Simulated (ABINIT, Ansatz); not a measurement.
This is a calculation of SnO for Ansatz 0.2.0. The cell is a database's computed one, not the measured one.

The input input.yaml:

```yaml
crystal:
  lattice:
    - [3.81369522, 0.0, 0.0]
    - [0.0, 3.81369522, 0.0]
    - [0.0, 0.0, 4.8869133]
  atoms:
    - { symbol: Sn, position: [0.5, 0.0, 0.76462614] }
    - { symbol: Sn, position: [0.0, 0.5, 0.23537386] }
    - { symbol: O, position: [0.0, 0.0, 0.0] }
    - { symbol: O, position: [0.5, 0.5, 0.0] }
hamiltonian:
  xc: pbesol
  pseudopotentials: { kind: paw }
kpoints:
  mp_grid: { grid: [7, 7, 6] }
scf:
  occupations: { method: fermi_dirac, width: 0.05 }
output:
  forces: true
  stress: true
  eigenvalues: true
```

Potentials or basis: Ansatz PAW.

Run with:

```console
$ ansatz run input.yaml --threads 1 --pin off --max-ram 3584MiB --backend cpu --events-out ev --progress --plain --runs-dir out
```

**Question.** What does the same run look like in ABINIT 10.8.3 (patched build)? Potentials or basis there: PseudoDojo NC SR PBEsol v0.4.1 standard, cutoff 1143 eV.

**Answer.** As run (cutoffs and basis follow the program's own potentials, and thresholds, step limits or extra output files can differ):

The input run.abi:

```
# Pseudopotentials
pp_dirpath "./"
pseudos "Sn.upf, O.upf"

# Structure
acell 7.2068394886 7.2068394886 9.2349277318
rprim
     1.0000000000     0.0000000000     0.0000000000
     0.0000000000     1.0000000000     0.0000000000
     0.0000000000     0.0000000000     1.0000000000
ntypat 2
znucl 50 8
natom 4
typat 1 1 2 2
xcart
     1.9068476100     0.0000000000     3.7366616531
     0.0000000000     1.9068476100     1.1502516469
     0.0000000000     0.0000000000     0.0000000000
     1.9068476100     1.9068476100     0.0000000000 Angstrom

# Plane-wave basis
ecut 42.0

# k points
kptopt 1
ngkpt 7 7 6
nshiftk 1
shiftk 0.0 0.0 0.0

# Exchange and correlation
ixc -116133

# Bands and occupations
nband 24
occopt 3
tsmear 0.00183747

# SCF cycle
nstep 100
tolvrs 1.0e-10

# Output
iomode 3
prtwf 0
prtden 0
prteig 0
prtebands 0
```

Potentials or basis: PseudoDojo NC SR PBEsol v0.4.1 standard.

The run is started by

```bash
$ abinit run.abi > log 2>&1
```

Both were run:

|  | Ansatz | ABINIT |
| --- | --- | --- |
| Pressure | -0.5 GPa | 0.0 GPa |

Ansatz's pressure holds a Pulay term of +0.49 GPa for its cutoff of 420 eV, which the other run lacks.

Ansatz's potentials were made for PBE.

Where Ansatz's input types no cutoff or centring, it takes its own default and a Γ-centred mesh.

Pressure is positive in compression.
